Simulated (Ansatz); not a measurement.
**A decomposition energy, worked out: Be7Te**

All numbers below come from DFT PBE, scalar-relativistic, plane waves, PAW (Ansatz). All cells share a 420 eV cutoff and Γ-centred k meshes spaced about 0.3 Å⁻¹ or finer (0.25 for metals, 2π included). No spin polarisation.

Energies over the elements count from the elements' standard structures at the same level, with no fitted energy shifts.

All energies are static (0 K, no zero-point motion). Spin–orbit coupling, which can matter for Te, is left out. The reference form of Te is held partly by dispersion forces, which this level lacks.

A trial structure of Be7Te (reached from: a cell proposed by chemical analogy; relaxed: space group P-3 (No. 147), a = 3.883 Å, c = 14.252 Å) has a formation energy of 0.063 eV/atom. At its composition the lowest mixture among the elements and 1 reference phase computed alike (others may be missing) consists of these:

```json
{"phase": "Be (solid)", "source": "element", "ΔE_f (eV/atom)": "0.000"}
{"phase": "BeTe (F-43m)", "source": "COD", "ΔE_f (eV/atom)": "-0.361"}
```

**Question.** Write the balanced decomposition and find its energy per atom, per formula unit and per mole of formula units.

**Answer.** Balancing Be and Te gives Be7Te → 6 Be + BeTe. The left side holds 8 atoms, and the products take 6/8 (Be) and 2/8 (BeTe) of them. The mixture therefore lies at 6/8 × (0.000) + 2/8 × (-0.361) = -0.090 eV/atom. The reaction energy is -0.090 − (0.063) = -0.153 eV/atom. Times 8 atoms that is -1.224 eV per Be7Te, and times 96.485 it is -118 kJ per mole of Be7Te. Decomposition is downhill, so the trial structure is unstable against this mixture.
